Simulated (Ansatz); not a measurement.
# SnO: the cost of one run

Program: Ansatz 0.2.0. Level of theory: DFT r2SCAN, scalar-relativistic, plane waves, PAW. These are calculated values, not measurements.

1 further run of the same task is left out (set aside as unsound or not needed).

## Step 1: Starting point

It takes space group P6_3mc (No. 186, hexagonal). The conventional cell has a = 3.202 Å, b = 3.202 Å, c = 5.232 Å, α = 90.00°, β = 90.00°, γ = 120.00°. Around Co (site symmetry 3m) lie 4 O at 1.93 to 1.97 Å. O (site symmetry 3m) has 4 Co at 1.93 to 1.97 Å as nearest neighbours.

Coordinates:

```cif
data_structure
_symmetry_space_group_name_H-M 'P6_3mc'
_symmetry_Int_Tables_number 186
_cell_length_a 3.2024
_cell_length_b 3.2024
_cell_length_c 5.2320
_cell_angle_alpha 90.000
_cell_angle_beta 90.000
_cell_angle_gamma 120.000
_cell_volume 46.47
loop_
_atom_site_label
_atom_site_type_symbol
_atom_site_symmetry_multiplicity
_atom_site_Wyckoff_symbol
_atom_site_fract_x
_atom_site_fract_y
_atom_site_fract_z
_atom_site_occupancy
Co1 Co 2 b 0.33333 0.66667 0.00330 1
O1 O 2 b 0.33333 0.66667 0.37170 1
```

It goes back to an entry of the Materials Project, which need not be the stable form.

This cell was relaxed beforehand with the same method: volume 11.62 Å³/atom, gap on the mesh 0.69 eV, site moments up to 2.3 μB.

## Step 2: Co → Sn: the starting cell

SnO starts from the relaxed positions of CoO, with all lengths scaled by 1.043, a guess from tabulated radii.

## Step 3: A first look at the start (SnO)

input.yaml

```yaml
crystal:
  lattice:
    - [3.3392919421, 0.0, 0.0]
    - [-1.6696459711, 2.8919116525, 0.0]
    - [0.0, 0.0, 5.4556313777]
  atoms:
    - { symbol: Sn, position: [0.0, 0.0, 0.0033049932] }
    - { symbol: Sn, position: [0.3333333333, 0.6666666667, 0.5033027443] }
    - { symbol: O, position: [0.0, 0.0, 0.3716976593] }
    - { symbol: O, position: [0.3333333333, 0.6666666667, 0.8716956031] }
basis:
  ecutwfc: 500
kpoints:
  mp_grid: { grid: [6, 6, 4] }
hamiltonian:
  xc: r2scan
scf:
  occupations: { method: gaussian, width: 0.1 }
output:
  forces: true
  stress: true
  eigenvalues: true
```

Started as:

```bash
$ ansatz run input.yaml --threads 1 --pin off --max-ram 2560MiB --backend cpu --events-out ev --progress --plain --runs-dir out
```

Q: Estimate wall time and peak memory on 1 thread of Arm Neoverse V2, shared host.

About 5.8 s, with a peak of 0.38 GiB.
